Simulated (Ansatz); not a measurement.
TiCo:

```xyz
2
Lattice="2.9861 0.0000 0.0000 0.0000 2.9861 0.0000 0.0000 0.0000 2.9861" Properties=species:S:1:pos:R:3 pbc="T T T"
Co    1.4931    1.4931    1.4931
Ti    0.0000    0.0000    0.0000
```

The cell comes from a database or a generator and needn't be the stable form of this composition.

* Program: Ansatz 0.2.0
* Task: relaxation of cell and atoms
* Functional: PBE
* Dispersion: D4
* Potentials or basis: all-electron LAPW, scalar-relativistic
* Basis error allowed: 0.001 eV/atom
* k mesh: 9 × 9 × 9
* Occupations: fermi-dirac, width 0.05 eV
* Spin: collinear spin, ferromagnetic start
* Starting moments: [2.0, 1.0] μB

At the start: volume 13.31 Å³/atom.

Task: Where does the relaxation end?

Result: Over 4 steps the energy falls by 4.3 meV/atom and the volume is 12.99 Å³/atom (-2.5 %); space group Pm-3m (No. 221, to 0.05 Å); moment 0.80 μB per cell.

Step by step:
| step | energy change (eV) | largest force (eV/Å) | volume (Å³) |
| --- | --- | --- | --- |
| 1 | 0.0000 | 0.0000 | 26.63 |
| 2 | -0.0085 | 0.0000 | 26.00 |
| 3 | -0.0085 | 0.0000 | 25.97 |
| 4 | -0.0085 | 0.0000 | 25.97 |

Final structure:
```xyz
2
Lattice="2.9614 0.0000 0.0000 0.0000 2.9614 0.0000 0.0000 0.0000 2.9614" Properties=species:S:1:pos:R:3 pbc="T T T"
Co    1.4807    1.4807    1.4807
Ti    0.0000    0.0000    0.0000
```
